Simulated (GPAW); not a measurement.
# C (Fd-3m) in GPAW: a series of runs

One crystal, C, is run at these levels: SOGGA, BLYP+D3, PBE, C09-vdW, LDA; tasks: equation of state, band structure.

Program: GPAW 26.7.0. These are calculated values, not measurements. Logs are shortened: lines on timing, memory, paths and dates and some standing lists are left out, and cuts for length are marked. The log counts tension as positive stress, the text compression.

**Experimental background.**

“Equation of state of cubic boron nitride at high pressures and temperatures”, 2007, arxiv:cond-mat/0702656 quotes, for a bulk crystal of C: bulk modulus 444.8 ± 0.8 GPa; bulk modulus 442 ± 5 GPa.

The results are compared with them further down.

### Step 1. The crystal as given

It takes space group Fd-3m (No. 227, cubic). Conventional cell: a = 3.567 Å, b = 3.567 Å, c = 3.567 Å, α = 90.00°, β = 90.00°, γ = 90.00°. C (site symmetry -43m) is surrounded by 4 C at 1.54 Å.

This isn't the form of C at room conditions, which is graphite.

### Step 2. Equation of state, SOGGA

Input file run.py:

```python
from ase.eos import EquationOfState
from ase.io import Trajectory
from ase.spacegroup import crystal
from ase.units import GPa
from gpaw import GPAW, PW, setup_paths

setup_paths.insert(0, '.')

# C 8a
atoms = crystal(['C'],
                basis=[[0.25, 0.25, 0.25]],
                spacegroup=227, setting=1,  # Fd-3m
                cellpar=[3.56674, 3.56674, 3.56674, 90.0, 90.0, 90.0],
                primitive_cell=True)

traj = Trajectory('eos.traj', 'w')
volumes, energies = [], []
for x in [0.94, 0.96, 0.98, 1.0, 1.02, 1.04, 1.06]:
    a = atoms.copy()
    a.set_cell(atoms.cell * x**(1 / 3), scale_atoms=True)
    calc = GPAW(mode=PW(800),
                xc='GGA_X_SOGGA+GGA_C_PBE_SOL',
                kpts={'size': (10, 10, 10), 'gamma': True},
                occupations={'name': 'fermi-dirac', 'width': 0.05},
                nbands=11,
                convergence={'density': 1e-05, 'energy': 1e-05},
                maxiter=150,
                txt=f'eos-{x:.2f}.txt')
    a.calc = calc
    energies.append(a.get_potential_energy(force_consistent=True))
    volumes.append(a.get_volume())
    p = -a.get_stress()[:3].mean() / GPa
    calc.write(f'eos-{x:.2f}.gpw')
    traj.write(a)
    print(f'{x:.2f} {volumes[-1]:10.4f} A^3 {energies[-1]:14.6f} eV {p:9.3f} GPa', flush=True)

v0, e0, B = EquationOfState(volumes, energies, eos='birchmurnaghan').fit()
print(f'V0 = {v0:.4f} A^3, E0 = {e0:.6f} eV, B0 = {B / GPa:.2f} GPa')
```

Potentials or basis: PAW data sets generated in the run's folder for this functional, pw.

Run with:

```bash
gpaw-setup -f GGA_X_SOGGA+GGA_C_PBE_SOL C
OMP_NUM_THREADS=1 python run.py
```

The program printed:

```text
__  _  _
 | _ |_)|_||  |
 |__||  | ||/\| - 26.7.0

Input parameters:
  mode=PW(ecut=800.0),
  convergence={'density': 1e-05, 'energy': 1e-05},
  kpts=MonkhorstPack(size=(10, 10, 10), gamma=True),
  maxiter=150,
  nbands=11,
  occupations=Occupations(name='fermi-dirac', width=0.05),
  xc=XC(name='GGA_X_SOGGA+GGA_C_PBE_SOL')

Diagonalizing LCAO Hamiltonian
Converting LCAO to pw mode

          C
       C

Atoms  # Å, Bohr magnetons
|   | symbol |        x |        y |        z |    initial magnetic moments |
|---|--------|----------|----------|----------|-----------------------------|
| 0 |      C | 0.873482 | 0.873482 | 0.873482 | ( 0.0000,  0.0000,  0.0000) |
| 1 |      C | 0.000000 | 0.000000 | 0.000000 | ( 0.0000,  0.0000,  0.0000) |

Unit cell  # Å
| periodic |        x |        y |        z |  lengths |    angles |
|----------|----------|----------|----------|----------|-----------|
|      yes | 0.000000 | 1.746964 | 1.746964 | 2.470581 | 60.000000 |
|      yes | 1.746964 | 0.000000 | 1.746964 | 2.470581 | 60.000000 |
|      yes | 1.746964 | 1.746964 | 0.000000 | 2.470581 | 60.000000 |

Number of symmetries: 24
Symmetry operations  # r_c * U_cc + t_c -> r_c
|    | kind |            matrix            |
|----|------|------------------------------|
|  0 |  E   |  1, 0, 0,  0, 1, 0,  0, 0, 1 |
|  1 |  σ   |  1, 0, 0,  0, 0, 1,  0, 1, 0 |
|  2 |  σ   |  1, 0,-1,  0, 1,-1,  0, 0,-1 |
|  3 |  C3  |  1, 0,-1,  0, 0,-1,  0, 1,-1 |
|  4 |  C3  |  1,-1, 0,  0,-1, 1,  0,-1, 0 |
|  5 |  σ   |  1,-1, 0,  0,-1, 0,  0,-1, 1 |
|  6 |  σ   |  0, 1, 0,  1, 0, 0,  0, 0, 1 |
|  7 |  C3  |  0, 1, 0,  0, 0, 1,  1, 0, 0 |
|  8 |  C2  |  0, 1,-1,  1, 0,-1,  0, 0,-1 |
|  9 |  S4  |  0, 1,-1,  0, 0,-1,  1, 0,-1 |
| 10 |  C3  |  0, 0, 1,  1, 0, 0,  0, 1, 0 |
| 11 |  σ   |  0, 0, 1,  0, 1, 0,  1, 0, 0 |
| 12 |  S4  |  0, 0,-1,  1, 0,-1,  0, 1,-1 |
| 13 |  C3  |  0, 0,-1,  0, 1,-1,  1, 0,-1 |
| 14 |  S4  |  0,-1, 1,  1,-1, 0,  0,-1, 0 |
| 15 |  C2  |  0,-1, 1,  0,-1, 0,  1,-1, 0 |
| 16 |  C3  |  0,-1, 0,  1,-1, 0,  0,-1, 1 |
| 17 |  S4  |  0,-1, 0,  0,-1, 1,  1,-1, 0 |
| 18 |  S4  | -1, 1, 0, -1, 0, 1, -1, 0, 0 |
| 19 |  C3  | -1, 1, 0, -1, 0, 0, -1, 0, 1 |
| 20 |  C3  | -1, 0, 1, -1, 1, 0, -1, 0, 0 |
| 21 |  S4  | -1, 0, 1, -1, 0, 0, -1, 1, 0 |
| 22 |  σ   | -1, 0, 0, -1, 1, 0, -1, 0, 1 |
| 23 |  C2  | -1, 0, 0, -1, 0, 1, -1, 1, 0 |

BZ-sampling:
  Number of BZ points: 1000
  Number of IBZ points: 47

  Monkhorst-Pack size: [10, 10, 10]
  Monkhorst-Pack shift: [0.05, 0.05, 0.05]

K-points  # in reciprocal-cell coordinates
|     |                                coordinates |     weight |
|-----|--------------------------------------------|------------|
|   0 | (  0.00000000,   0.00000000,   0.00000000) | 0.00100000 |
|   1 | (  0.10000000,   0.10000000,   0.00000000) | 0.00600000 |
|   2 | (  0.10000000,   0.10000000,   0.10000000) | 0.00800000 |
|   3 | (  0.20000000,   0.10000000,   0.10000000) | 0.01200000 |
|   4 | (  0.20000000,   0.20000000,   0.00000000) | 0.00600000 |
|   5 | (  0.20000000,   0.20000000,   0.10000000) | 0.02400000 |
|   6 | (  0.20000000,   0.20000000,   0.20000000) | 0.00800000 |
|   7 | (  0.30000000,   0.20000000,   0.10000000) | 0.02400000 |
|   8 | (  0.30000000,   0.20000000,   0.20000000) | 0.02400000 |
|   9 | (  0.30000000,   0.30000000,   0.00000000) | 0.00600000 |
| ... |                                            |            |
|  46 | (  0.50000000,   0.50000000,   0.50000000) | 0.00400000 |

Plane wave coefficients: 568
Cutoff: 800.0 eV

Spin-components: 1 (collinear spins)
Bands:           11
Projectors:      10
Spin-degeneracy: 2
Datatype:        complex128

Parallelization:
  kpt:    1
  domain: 1
  band:   1

Density:
  Valence electrons: 8.0
  Components: 1
  Grid points: [18 18 18]
  Charge: 0.0  # |e|

Potential:
  Grid points: [18 18 18]

species:
  C:
    name:    Carbon
    Z:       6.0
    valence: 4
    core:    2
    charge:  0.0  # [|e|]
    compensation charges:
      type: gauss
      rc: 0.20  # [Å]
      lmax: 2
    cutoffs:
      filter: 1.14  # [Å]
      core: 1.14  # [Å]
    projectors
    | kind |    occ | energy [eV] | rcut [Å] |
    |------|--------|-------------|----------|
    |   2s |  2.000 |     -13.651 |    0.635 |
    |   2p |  2.000 |      -5.246 |    0.635 |
    |    s |        |      13.560 |    0.635 |
    |    p |        |      21.965 |    0.635 |
    |    d |        |       0.000 |    0.635 |

    Using partial waves for C as LCAO basis

Reference energy: -2045.646061  # eV

eigensolver:
  PPCG
  Converge bands: occupied
  niter=2

density mixing:
  MSR1-Mixer
  Pratt-step length: 0.05
  Maximum mixing coefficient: 0.75
  Old densities: 10
  SVD Regularization: 0.005
  Good broyden scale: 1.0
  Trust region scale: 1.0
  Backstep threshold: 4.0
  History deletion threshold: 6.0
  Fourier metric: weight=20.0, sigma=0.015

occupation numbers:
  Fermi-Dirac:
    width: 0.0500  # eV

poisson solver:
  ecut: 6400.0  # eV

xc functional:
  name: GGA_X_SOGGA+GGA_C_PBE_SOL with 2 nearest neighbor stencil

convergence criteria:
- Maximum integral of absolute [dens]ity change: 1e-05 electrons / valence electron
- Maximum [total energy] change in last 3 cyles: 1e-05 eV / valence electron
- Maximum integral of absolute [eigenst]ate change: 4e-08 eV^2 / valence electron
maximum number of iterations: 150

SCF iterations
|iter     | |      energy | eigst |  dens |
|---------|-|-------------|-------|-------|
|iter:   1| |  -20.002013 | +0.17 |       |
|iter:   2| |  -19.911340 | -2.76 | -0.78 |
|iter:   3| |  -19.339201 | -1.45 | -0.81 |
|iter:   4| |  -19.329882 | -2.64 | -1.49 |
|iter:   5| |  -19.330395 | -4.42 | -2.23 |
|iter:   6| |  -19.330400 | -6.41 | -3.39 |
|iter:   7| |  -19.330400c| -7.95c| -4.12 |
|iter:   8| |  -19.330400c| -8.67c| -5.26c|

Converged in 8 steps
Energy contributions relative to reference atoms: (reference = -2045.646061)

Energy contributions:
  Kinetic:          23.147276
  Coulomb:         -20.644059
  Zero:              0.042905
  External:          0.000000
  Xc:              -21.876523
  Entropy:          -0.000000
  Spinorbit:         0.000000
  ----------------------------
  Free energy:     -19.330400
  Extrapolated:    -19.330400

dipole moment: (-8.807922, -8.807922, -8.807922)  # |e|*Ang

Fermi level: 14.934
Eigenvalues  # (at kpt = [0.000, 0.000, 0.000])
| band index |      eig [eV] | occ [0-2] |
|------------|---------------|-----------|
|          0 |        -9.275 |     2.000 |
|          1 |        13.089 |     2.000 |
|          2 |        13.089 |     2.000 |
|          3 |        13.089 |     2.000 |
|          4 |        18.803 |     0.000 |
|          5 |        18.803 |     0.000 |
|          6 |        18.803 |     0.000 |
|          7 |        27.899 |     0.000 |
|          8 |        32.879 |     0.000 |
|          9 |        40.372 |     0.000 |
|         10 |        40.865 |     0.000 |

Gap: 4.173 eV
Transition (v -> c):
  (s=0, k=0, n=3, [0.00, 0.00, 0.00]) -> (s=0, k=24, n=4, [0.40, 0.40, 0.00])
Direct/indirect transitions are different
Direct gap: 5.714 eV
Transition at: (s=0, k=0, n=3, [0.00, 0.00, 0.00])

Stress tensor  # eV/Ang^3
|         x |         y |         z |
|-----------|-----------|-----------|
| -0.152335 | -0.000000 |  0.000000 |
| -0.000000 | -0.152335 |  0.000000 |
|  0.000000 |  0.000000 | -0.152335 |

# Writing to eos-0.94.gpw (mode='')
```

Wall time 56 s (1 thread of Arm Neoverse V1, shared host); peak memory 0.18 GiB.

Results:

```yaml
Equilibrium_volume: 5.61 Å³/atom
Bulk_modulus: 452 GPa
Pressure_derivative_of_the_bulk_modulus: 3.7
```

Energy against volume, from the lowest point:
```csv
volume (Å³/atom),energy (meV/atom)
5.332,20.47
5.445,6.49
5.558,0.00
5.672,0.23
5.785,6.59
5.899,18.60
6.012,35.64
```

### Step 3. Equation of state, BLYP+D3

Input file run.py:

```python
from ase.calculators.mixing import SumCalculator
from ase.eos import EquationOfState
from ase.io import Trajectory, read
from ase.units import GPa
from dftd3.ase import DFTD3
from gpaw import GPAW, PW, setup_paths

setup_paths.insert(0, '.')

atoms = read('C.cif')

traj = Trajectory('eos.traj', 'w')
volumes, energies = [], []
for x in [0.94, 0.96, 0.98, 1.0, 1.02, 1.04, 1.06]:
    a = atoms.copy()
    a.set_cell(atoms.cell * x**(1 / 3), scale_atoms=True)
    calc = GPAW(mode=PW(800),
                xc='BLYP',
                kpts={'size': (10, 10, 10), 'gamma': True},
                occupations={'name': 'fermi-dirac', 'width': 0.05},
                nbands=11,
                convergence={'density': 1e-05, 'energy': 1e-05},
                eigensolver='davidson',
                maxiter=150,
                txt=f'eos-{x:.2f}.txt')
    a.calc = SumCalculator([calc, DFTD3(method='blyp', damping='d3zero')])
    energies.append(a.get_potential_energy())
    volumes.append(a.get_volume())
    p = -a.get_stress()[:3].mean() / GPa
    calc.write(f'eos-{x:.2f}.gpw')
    traj.write(a)
    print(f'{x:.2f} {volumes[-1]:10.4f} A^3 {energies[-1]:14.6f} eV {p:9.3f} GPa', flush=True)

v0, e0, B = EquationOfState(volumes, energies, eos='birchmurnaghan').fit()
print(f'V0 = {v0:.4f} A^3, E0 = {e0:.6f} eV, B0 = {B / GPa:.2f} GPa')
```

Input file C.cif:

```cif
data_C
_cell_length_a 2.52206604
_cell_length_b 2.52206604
_cell_length_c 2.52206604
_cell_angle_alpha 60.00000000
_cell_angle_beta 60.00000000
_cell_angle_gamma 60.00000000
_space_group_name_H-M_alt 'P1'
_space_group_name_Hall 'P 1'
_space_group_IT_number 1
loop_
_space_group_symop_operation_xyz
'x,y,z'
loop_
_atom_site_label
_atom_site_type_symbol
_atom_site_symmetry_multiplicity
_atom_site_Wyckoff_symbol
_atom_site_fract_x
_atom_site_fract_y
_atom_site_fract_z
_atom_site_occupancy
C1 C 1 a 0.7500000000 0.7500000000 0.7500000000 1
C2 C 1 a 0.5000000000 0.5000000000 0.5000000000 1
```

Potentials or basis: PAW data sets generated in the run's folder for this functional, pw.

Run with:

```bash
gpaw-setup -f BLYP C
OMP_NUM_THREADS=1 python run.py
```

The program printed:

```text
__  _  _
 | _ |_)|_||  |
 |__||  | ||/\| - 26.7.0

Input parameters:
  mode=PW(ecut=800.0),
  convergence={'density': 1e-05, 'energy': 1e-05},
  eigensolver=Davidson(niter=2),
  kpts=MonkhorstPack(size=(10, 10, 10), gamma=True),
  maxiter=150,
  nbands=11,
  occupations=Occupations(name='fermi-dirac', width=0.05),
  xc=XC(name='BLYP')

Diagonalizing LCAO Hamiltonian
Converting LCAO to pw mode

           C
       C

Atoms  # Å, Bohr magnetons
|   | symbol |        x |        y |        z |    initial magnetic moments |
|---|--------|----------|----------|----------|-----------------------------|
| 0 |      C | 3.705871 | 2.139586 | 1.512916 | ( 0.0000,  0.0000,  0.0000) |
| 1 |      C | 2.470581 | 1.426391 | 1.008610 | ( 0.0000,  0.0000,  0.0000) |

Unit cell  # Å
| periodic |        x |        y |        z |  lengths |    angles |
|----------|----------|----------|----------|----------|-----------|
|      yes | 2.470581 | 0.000000 | 0.000000 | 2.470581 | 60.000000 |
[... 149 lines left out ...]

Converged in 8 steps
Energy contributions relative to reference atoms: (reference = -2058.132131)

Energy contributions:
  Kinetic:          24.616280
  Coulomb:         -21.696866
  Zero:              0.040059
  External:          0.000000
  Xc:              -19.530085
  Entropy:          -0.000000
  Spinorbit:         0.000000
  ----------------------------
  Free energy:     -16.570612
  Extrapolated:    -16.570612

dipole moment: (2.972795, 1.716344, 1.213638)  # |e|*Ang

Fermi level: 15.232
Eigenvalues  # (at kpt = [0.000, 0.000, 0.000])
| band index |      eig [eV] | occ [0-2] |
|------------|---------------|-----------|
|          0 |        -8.630 |     2.000 |
|          1 |        13.411 |     2.000 |
|          2 |        13.411 |     2.000 |
|          3 |        13.411 |     2.000 |
|          4 |        19.332 |     0.000 |
|          5 |        19.332 |     0.000 |
|          6 |        19.332 |     0.000 |
|          7 |        28.312 |     0.000 |
|          8 |        34.062 |     0.000 |
|          9 |        41.305 |     0.000 |
|         10 |        42.128 |     0.000 |

Gap: 4.650 eV
Transition (v -> c):
  (s=0, k=0, n=3, [0.00, 0.00, 0.00]) -> (s=0, k=24, n=4, [0.40, 0.40, 0.00])
Direct/indirect transitions are different
Direct gap: 5.921 eV
Transition at: (s=0, k=0, n=3, [0.00, 0.00, 0.00])

Stress tensor  # eV/Ang^3
|         x |         y |         z |
|-----------|-----------|-----------|
| -0.259924 |  0.000000 |  0.000000 |
|  0.000000 | -0.259924 |  0.000000 |
|  0.000000 |  0.000000 | -0.259924 |

# Writing to eos-0.94.gpw (mode='')
```

Run time: 51 s. Hardware: 1 thread of Arm Neoverse V1, shared host; peak memory 0.18 GiB.

Results:

| Quantity | Value |
| --- | --- |
| Equilibrium volume | 5.76 Å³/atom |
| Bulk modulus | 408 GPa |
| Pressure derivative of the bulk modulus | 3.8 |

Energy against volume, from the lowest point:
```csv
volume (Å³/atom),energy (meV/atom)
5.332,45.99
5.445,24.02
5.558,9.51
5.672,1.70
5.785,0.00
5.899,3.94
6.012,12.89
```

### Step 4. Band structure, PBE

Input file run.py:

```python
from ase.dft.bandgap import bandgap
from ase.io import read, write
from ase.units import GPa
from gpaw import GPAW, PW, setup_paths

setup_paths.insert(0, '.')

atoms = read('C.cif')

calc = GPAW(mode=PW(800),
            xc='PBE',
            kpts={'size': (10, 10, 10), 'gamma': True},
            occupations={'name': 'fermi-dirac', 'width': 0.05},
            nbands=11,
            convergence={'density': 1e-05, 'energy': 1e-05},
            maxiter=150,
            txt='gpaw.txt')
atoms.calc = calc
energy = atoms.get_potential_energy()
forces = atoms.get_forces()
stress = atoms.get_stress()
calc.write('gs.gpw')
write('result.traj', atoms)
print(f'Energy: {energy:.6f} eV')
print('Forces (eV/A):')
print(forces.round(4))
print('Stress (GPa):', (stress / GPa).round(3))
print('Fermi level:', round(calc.get_fermi_level(), 4), 'eV')
print(f'Gap: {bandgap(calc)[0]:.4f} eV, direct: {bandgap(calc, direct=True)[0]:.4f} eV')

path = atoms.cell.bandpath('GXWKGLUWLK,UX', npoints=60, eps=1e-4)
bs_calc = calc.fixed_density(kpts=path, symmetry='off', nbands=18,
                             convergence={'bands': 'CBM+6.0', 'eigenstates': 1e-6}, txt='bands.txt')
bs = bs_calc.band_structure()
bs.write('bs.json')
print(f'Gap on the path: {bandgap(bs_calc)[0]:.4f} eV')
```

C.cif is that of step 3.

Run with:

```bash
gpaw-setup -f PBE C
OMP_NUM_THREADS=1 python run.py
```

Wall time 16 s (1 thread of Arm Neoverse V1, shared host); peak memory 0.16 GiB.

The run converged. Its results:

```yaml
Free_energy: -18.1956 eV
Pressure: 1.4 GPa
Band_gap_on_the_k_mesh: 4.17 eV, indirect (least direct gap 5.60 eV)
Band_gap_along_the_path: 4.13 eV, indirect (least direct gap 5.60 eV)
```

Levels at the corners of the path, in eV from the valence-band top:
```
point  band 1  band 2  band 3  band 4  band 5  band 6  band 7
    Γ  -21.48    0.00    0.00    0.00    5.60    5.60    5.60
    X  -12.77  -12.77   -6.30   -6.30    4.76    4.76   16.82
    W  -11.98  -11.98   -8.33   -8.33   10.63   10.63   12.32
    K  -12.98  -11.74   -9.32   -5.37    5.68   10.75   14.38
    Γ  -21.48    0.00    0.00    0.00    5.60    5.60    5.60
    L  -15.71  -13.38   -2.80   -2.80    8.46    8.46    8.85
    U  -12.98  -11.74   -9.32   -5.37    5.68   10.75   14.38
    W  -11.98  -11.98   -8.33   -8.33   10.63   10.63   12.32
    L  -15.71  -13.38   -2.80   -2.80    8.46    8.46    8.85
    K  -12.98  -11.74   -9.32   -5.37    5.68   10.75   14.38
    U  -12.98  -11.74   -9.32   -5.37    5.68   10.75   14.38
    X  -12.77  -12.77   -6.30   -6.30    4.76    4.76   16.82
```

[end of part 1 of 2]
